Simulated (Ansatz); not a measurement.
# CoO: computed properties

Computed with Ansatz 0.2.0, DFT PBE+U, scalar-relativistic, plane waves, PAW.

Cutoff 420 eV; k points 16×16×16 on the computed 2-atom cell (Γ-centred); Gaussian smearing, width 0.01 eV; U_eff Co 3.32 eV on the d shells (Löwdin-orthogonalised atomic orbitals); collinear spin from starting moments 2.84 0.26 μB.

The structure is relaxed at this level of theory with its symmetry kept.

```cif
data_structure
_symmetry_space_group_name_H-M 'I4/mmm'
_symmetry_Int_Tables_number 139
_cell_length_a 2.9977
_cell_length_b 2.9977
_cell_length_c 4.5307
_cell_angle_alpha 90.000
_cell_angle_beta 90.000
_cell_angle_gamma 90.000
_cell_volume 40.71
loop_
_atom_site_label
_atom_site_type_symbol
_atom_site_symmetry_multiplicity
_atom_site_Wyckoff_symbol
_atom_site_fract_x
_atom_site_fract_y
_atom_site_fract_z
_atom_site_occupancy
Co1 Co 2 a 0.00000 0.00000 0.00000 1
O1 O 2 b 0.50000 0.50000 0.00000 1
```

```json
{
 "Space group": "I4/mmm (No. 139)",
 "Volume per atom": "10.18 Å³",
 "Kohn–Sham band gap": "0.14 eV, indirect from N to M",
 "Löwdin character of the top 1 eV of the valence band": "O 2p 50 %, Co 3d 48 %",
 "Löwdin character of the lowest 1 eV of the conduction band": "Co 3d 93 %",
 "Electron masses at the edge by Cartesian direction of the standard setting (m_e; degenerate bands sorted by energy; no spin-orbit coupling)": "x: 0.56; y: 0.56; z: 3.5",
 "Hole masses at the edge by Cartesian direction of the standard setting (m_e; degenerate bands sorted by energy; no spin-orbit coupling)": "x: 0.79; y: 0.38; z: 4.2",
 "Bulk modulus": "160 GPa",
 "Its pressure derivative": "5.2",
 "Bader charges (e)": "Co (1 in the cell) 1.29, O (1 in the cell) -1.29",
 "Total moment": "3.00 μB per cell",
 "Site moments (μB; atoms counted from 1 over the whole cell)": "Co (atom 1) 2.58, O (atom 2) 0.24"
}
```

The state reached may not be the lowest one.

Only this magnetic start was tried.